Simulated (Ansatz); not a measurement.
Zn:

```
Zn
1.0
    -1.56904    1.56904    1.56904
     1.56904   -1.56904    1.56904
     1.56904    1.56904   -1.56904
Zn
1
Direct
  0.00000 0.00000 0.00000
```

This isn't the form of Zn at room conditions, which is hcp.

```yaml
Program: Ansatz 0.2.0
Task: relaxation of cell and atoms
Functional: PBEsol
Dispersion: D4
Potentials_or_basis: Ansatz PAW
Cutoff: "420 eV (not typed: the program's choice for these potentials)"
k_mesh: 12 × 12 × 12
Occupations: fermi-dirac, width 0.05 eV
Spin: no spin polarisation
```

At the start: volume 15.45 Å³/atom.

How do energy, volume and symmetry change on relaxing?

It ends after 5 steps and the volume is 13.92 Å³/atom (-9.9 %); space group Im-3m (No. 229, to 0.05 Å).

Step by step:
| step | energy change (eV) | largest force (eV/Å) | volume (Å³) |
| --- | --- | --- | --- |
| 1 | 0.0000 | 0.0000 | 15.45 |
| 2 | -0.0351 | 0.0000 | 14.33 |
| 3 | -0.0383 | 0.0000 | 13.78 |
| 4 | -0.0387 | 0.0000 | 13.92 |
| 5 | -0.0378 | 0.0000 | 13.92 |

Final structure:
```
Zn
1.0
    -1.51533    1.51533    1.51533
     1.51533   -1.51533    1.51533
     1.51533    1.51533   -1.51533
Zn
1
Direct
  0.00000 0.00000 0.00000
```

Caveat: the plane-wave basis is chosen anew once the cell has moved, so the energies of steps on either side of that aren't comparable; pairwise dispersion overbinds metals, which lowers pressure and volume; the PAW data sets come from PBE, with cores solved anew for the run's functional, which leaves a small shift of forces and pressure.
